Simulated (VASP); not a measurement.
**TiO2: relaxation of cell and atoms with rev-vdW-DF2**

TiO2:

```
Ti O
1.0
     4.59984    0.00000    0.00000
     0.00000    4.59984    0.00000
     0.00000    0.00000    2.95921
Ti O
2 4
Direct
  0.00000 0.00000 0.50000
  0.50000 0.50000 0.00000
  0.30432 0.30432 0.50000
  0.19568 0.80432 0.00000
  0.80432 0.19568 0.00000
  0.69568 0.69568 0.50000
```

The cell is a database's computed one.

* Program: VASP 6.6.1
* Task: relaxation of cell and atoms
* Functional: rev-vdW-DF2
* Potentials or basis: VASP PAW PBE potentials, release 64 (Ti_sv, O)
* Cutoff: 600 eV
* k mesh: 6 × 6 × 9
* Occupations: fermi-dirac, width 0.05 eV
* Spin: no spin polarisation
* Further INCAR settings: ALGO = Normal; EDIFF = 1e-06; IBRION = 2; EDIFFG = -0.01; NSW = 40; ISIF = 3

```
Relaxed volume                         : 10.51 Å³/atom
Relaxed cell                           : a = 4.614 Å, b = 4.614 Å, c = 2.961 Å, α = 90.00°, β = 90.00°, γ = 90.00°
Space group after relaxing (to 0.05 Å) : P4_2/mnm (No. 136)
Energy gained by relaxing              : 0.4 meV/atom
Ionic steps                            : 4
Pressure after relaxing                : 0.0 GPa
Band gap on the k mesh                 : 1.80 eV, direct
```

Forces in eV/Å, atoms in the order of the input:
```
Ti   0.000  0.000  0.000
Ti   0.000  0.000  0.000
O    0.002  0.002  0.000
O   -0.002  0.002  0.000
O    0.002 -0.002  0.000
O   -0.002 -0.002  0.000
```

Stress tensor (GPa, compression positive):
```
 0.04  0.00  0.00
 0.00  0.04  0.00
 0.00  0.00 -0.10
```

The path:
| step | energy change (eV) | largest force (eV/Å) | pressure (GPa) | volume (Å³) |
| --- | --- | --- | --- | --- |
| 1 | 0.0000 | 0.0372 | 1.49 | 62.61 |
| 2 | 0.0009 | 0.0632 | -1.83 | 63.50 |
| 3 | -0.0019 | 0.0090 | -0.03 | 63.01 |
| 4 | -0.0021 | 0.0027 | 0.00 | 63.03 |

Final structure:
```yaml
crystal:
  lattice:
    - [4.61356, 0.00000, 0.00000]
    - [0.00000, 4.61356, 0.00000]
    - [0.00000, 0.00000, 2.96125]
  atoms:
    - { symbol: Ti, position: [0.00000, 0.00000, 0.50000] }
    - { symbol: Ti, position: [0.50000, 0.50000, 0.00000] }
    - { symbol: O, position: [0.30424, 0.30424, 0.50000] }
    - { symbol: O, position: [0.19576, 0.80424, 0.00000] }
    - { symbol: O, position: [0.80424, 0.19576, 0.00000] }
    - { symbol: O, position: [0.69576, 0.69576, 0.50000] }
```

Levels at points of the mesh, in eV from the valence-band top:
```tsv
k point	band 21	band 22	band 23	band 24	band 25	band 26	band 27	band 28
(0.00, 0.00, 0.00)	-0.70	-0.46	-0.46	0.00	1.80	2.08	2.33	2.43
(0.50, 0.00, 0.00)	-1.63	-1.63	-0.73	-0.73	2.46	2.46	2.95	2.95
(0.50, 0.50, 0.00)	-1.30	-1.30	-1.08	-1.08	1.84	1.84	2.45	2.45
```

It took 4.9 min on 1 thread of Intel(R) Xeon(R) Platinum 8559C (Emerald Rapids) (shared host), peak memory 0.47 GiB.

Caveat: the PAW data sets were made with another functional, which shifts forces and pressure a little; an odd mesh through Γ misses points on the zone boundary, where band edges often lie.
